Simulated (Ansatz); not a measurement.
Wanted: the native input for an Ansatz 0.2.0 run.

```yaml
Task: relaxation of cell and atoms
Functional: RPBE
Potentials_or_basis: all-electron LAPW, scalar-relativistic
Basis_error_allowed: 0.001 eV/atom
k_mesh: 11 × 11 × 11
Occupations: fermi-dirac, width 0.05 eV
Spin: no spin polarisation
```

Crystal: Ti.

```
CELL_PARAMETERS angstrom
-1.64100 1.64100 1.64100
1.64100 -1.64100 1.64100
1.64100 1.64100 -1.64100
ATOMIC_POSITIONS crystal
Ti 0.00000 0.00000 0.00000
```

This isn't the form of Ti at room conditions, which is hcp.

These files were run (other wordings do the same):

input.yaml

```yaml
crystal:
  lattice:
    - [-1.641, 1.641, 1.641]
    - [1.641, -1.641, 1.641]
    - [1.641, 1.641, -1.641]
  atoms:
    - { symbol: Ti, position: [0.0, 0.0, 0.0] }
kpoints:
  mp_grid: { grid: [11, 11, 11] }
scf:
  occupations: { method: fermi_dirac, width: 0.05 }
hamiltonian:
  xc: rpbe
  pseudopotentials: { kind: all_electron, lapw: { basis_error: 0.001 } }
output:
  forces: true
  stress: true
relax:
  f_tol: 0.01
  max_steps: 60
  cell: {}
```

Potentials or basis: all-electron LAPW, scalar-relativistic.

Run with:

```sh
$ ansatz run input.yaml --threads 1 --pin off --max-ram 3072MiB --backend cpu --events-out ev --progress --plain --runs-dir out
```

Results of the run:

```yaml
Relaxed_volume: 17.79 Å³/atom
Relaxed_cell: a = 2.848 Å, b = 2.848 Å, c = 2.848 Å, α = 109.47°, β = 109.47°, γ = 109.47°
Space_group_after_relaxing_to_0.05_Å: Im-3m (No. 229)
Energy_gained_by_relaxing: 0.2 meV/atom
Ionic_steps: 4
Pressure_after_relaxing: 0.0 GPa
```

Run time: 6.7 s on 1 thread of Arm Neoverse V1 (shared host), peak memory 0.23 GiB.
